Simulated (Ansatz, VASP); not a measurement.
Sb: VASP beside Ansatz

Contents of INCAR:

```
PREC     = Accurate       # precision mode
ENCUT    = 520            # plane-wave cutoff, eV
EDIFF    = 1E-6           # SCF threshold, eV
ISMEAR   = -1             # smearing method
SIGMA    = 0.03           # smearing width, eV
LREAL    = False          # projectors in reciprocal space
LASPH    = True           # aspherical terms in the spheres
NELM     = 60             # most SCF steps
ALGO     = Normal         # electronic algorithm
ISIF     = 2              # what is computed and relaxed
LWAVE    = False          # write WAVECAR
LCHARG   = False          # write CHGCAR
GGA      = PS             # functional
NBANDS   = 8              # bands
```

File KPOINTS:

```
Automatic mesh
0
Gamma
  6 6 6
```

POSCAR

```
Sb
1.0
   -1.8713408863      1.8713408863      1.8713408863
    1.8713408863     -1.8713408863      1.8713408863
    1.8713408863      1.8713408863     -1.8713408863
Sb
1
Direct
    0.0000000000      0.0000000000      0.0000000000
```

The input input.yaml:

```yaml
crystal:
  lattice:
    - [-1.8713408863, 1.8713408863, 1.8713408863]
    - [1.8713408863, -1.8713408863, 1.8713408863]
    - [1.8713408863, 1.8713408863, -1.8713408863]
  atoms:
    - { symbol: Sb, position: [0.0, 0.0, 0.0] }
kpoints:
  mp_grid: { grid: [6, 6, 6] }
scf:
  occupations: { method: fermi_dirac, width: 0.03 }
hamiltonian:
  xc: pbesol
  pseudopotentials: { kind: all_electron, lapw: { basis_error: 0.001 } }
output:
  forces: true
  stress: true
  eigenvalues: true
```

This isn't the form of Sb at room conditions, which is rhombohedral.

Alike in both runs: task single point; functional PBEsol; k mesh 6 × 6 × 6; occupations fermi-dirac, width 0.03 eV; no spin polarisation.

|  | VASP | Ansatz |
| --- | --- | --- |
| version | VASP 6.6.1 | Ansatz 0.2.0 |
| potentials or method | VASP PAW PBE potentials, release 64 (Sb) | all-electron LAPW, scalar-relativistic |
| plane-wave cutoff (eV) | 520 | see its input |

|  | VASP | Ansatz | Ansatz less VASP |
| --- | --- | --- | --- |
| gap on the k mesh at the Fermi level (eV) | none | none | - |
| pressure (GPa) | 0.4 | 0.4 | +0.02 |

A gap of «none» marks a metal or a gap that the smearing closes. Ansatz ran all-electron here, so the differences hold the error of VASP's frozen core and of both bases.

Caveats: the k mesh is coarse (spacing up to 0.40 Å⁻¹), so the values aren't converged; the PAW data sets were made with another functional, which shifts forces and pressure a little (VASP); the k mesh is thin for a metal, which can move the energy by tens of meV per atom (Ansatz). The runs have no spin-orbit coupling, so splittings on Sb are missing.
